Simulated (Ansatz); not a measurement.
The system is ZrS.

```
CELL_PARAMETERS angstrom
0.00000 2.62500 2.62500
2.62500 0.00000 2.62500
2.62500 2.62500 0.00000
ATOMIC_POSITIONS crystal
Zr 0.00000 0.00000 0.00000
S 0.50000 0.50000 0.50000
```

Base run:

| Quantity | Value |
| --- | --- |
| Program | Ansatz 0.2.0 |
| Functional | HSE06 |
| Potentials or basis | all-electron PAW datasets made for the crystal |
| Cutoff | 270 eV (chosen from the basis error) |
| k mesh | 6 × 6 × 6 |
| Occupations | fermi-dirac, width 0.05 eV |
| Spin | no spin polarisation |

Its results: band gap on the k mesh none (metal or under the smearing width); pressure -4.4 GPa.

Task: The run is repeated on the same cell with these changes: functional from HSE06 to PBEsol; cutoff from 270 eV (chosen from the basis error) to 240 eV (chosen from the basis error). What comes out?

Result: Band gap on the k mesh none (metal or under the smearing width); pressure -6.1 GPa.

Caveats: the k mesh is thin for a metal, which can move the energy by tens of meV per atom; the program warned that the printed levels may be off, so bands, gaps and densities of states are rough (some runs).
